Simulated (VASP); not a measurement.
A run of VASP 6.6.1 is set up as follows.

File POSCAR:

```
H2CO
1.0
    7.1530900000      0.0000000000      0.0000000000
    0.0000000000      7.1530900000      0.0000000000
    0.0000000000      0.0000000000      7.1530900000
O C H
6 6 12
Direct
    0.6281341350      0.8528761696      0.8321019308
    0.4964567760      0.3725522816      0.8145430856
    0.0746810120      0.8437332677      0.7168230793
    0.6610150299      0.4127027620      0.4037975197
    0.3753902160      0.9699584375      0.3569925724
    1.1040123918      0.2089167059      1.0540339909
    0.6916731091      0.8350796649      0.6756800208
    0.4193851888      0.2805500839      0.6937002051
    0.1575123478      0.7775940188      0.5867254571
    0.5762824178      0.4184345507      0.2585595875
    0.3969892732      0.9691475991      0.1846474740
    0.9804573967      0.2186607466      0.9377485814
    0.7452583429      0.9461924846      0.5840692624
    0.7144185240      0.6927355870      0.6126023858
    0.3247128164      0.3577754509      0.5886267333
    0.4128425617      0.1234711153      0.7006901912
    0.3073496908      0.7443216848      0.5910592485
    0.0951476914      0.7330118872      0.4573128536
    0.6330271253      0.4330156618      0.1104417811
    0.4274096929      0.4092916488      0.2382746477
    0.4345953986      1.0962674872      0.0932324352
    0.3993099486      0.8363798023      0.1262810897
    0.9572506427      0.3420899220      0.8412168727
    0.8916845727      0.0947003323      0.9152268460
```

File INCAR.step1:

```
SYSTEM = H2CO
PREC = Accurate ; ENCUT = 520
ISMEAR = -1 ; SIGMA = 0.02
LREAL = Auto ; LASPH = .True.
NELM = 100 ; NBANDS = 54
GGA = PE ; ALGO = Normal
EDIFF = 1E-4 ; LWAVE = .True.
LCHARG = .False.
```

INCAR.step2

```
SYSTEM = H2CO
PREC = Accurate ; ENCUT = 520
EDIFF = 1E-7 ; ISMEAR = -1
SIGMA = 0.02 ; LREAL = Auto
LASPH = .True. ; NELM = 100
ALGO = Normal ; ISIF = 2
LWAVE = .False. ; LCHARG = .True.
METAGGA = R2SCAN ; LMIXTAU = .True.
IVDW = 12 ; VDW_S6 = 1.0
VDW_S8 = 0.78981345 ; VDW_A1 = 0.49484001
VDW_A2 = 5.73083694 ; LELF = .True.
LVHAR = .True. ; NBANDS = 54
ISTART = 1
```

Contents of KPOINTS:

```
Automatic mesh
0
Gamma
  1 1 1
  0 0 0
```

Potentials or basis: VASP PAW PBE potentials, release 64 (O, C, H).

Run with:

```console
$ cat potpaw_PBE.64/O/POTCAR potpaw_PBE.64/C/POTCAR potpaw_PBE.64/H/POTCAR > POTCAR
$ cp INCAR.step1 INCAR
$ mpirun -np 1 vasp_gam > vasp.out
$ cp INCAR.step2 INCAR
$ mpirun -np 1 vasp_gam > vasp.out
```

Task: Estimate the band gap on the k mesh.

Result: 3.63 eV, direct.

Task: What does it give for the pressure?

Result: -0.8 GPa.

Task: Predict the dispersion energy per atom.

Result: -0.018 eV.

Task: What does it give for the largest force?

Result: 3.127 eV/Å.

Stress tensor (GPa, compression positive):
```
 0.44  0.23 -0.13
 0.23 -0.85  1.74
-0.13  1.74 -1.97
```

Caveat: the standard files for N, O and F lose accuracy on very short bonds; the PAW data sets were made with another functional, which shifts forces and pressure a little. r2SCAN opens gaps a little over a GGA but as a rule still falls short of measured ones.
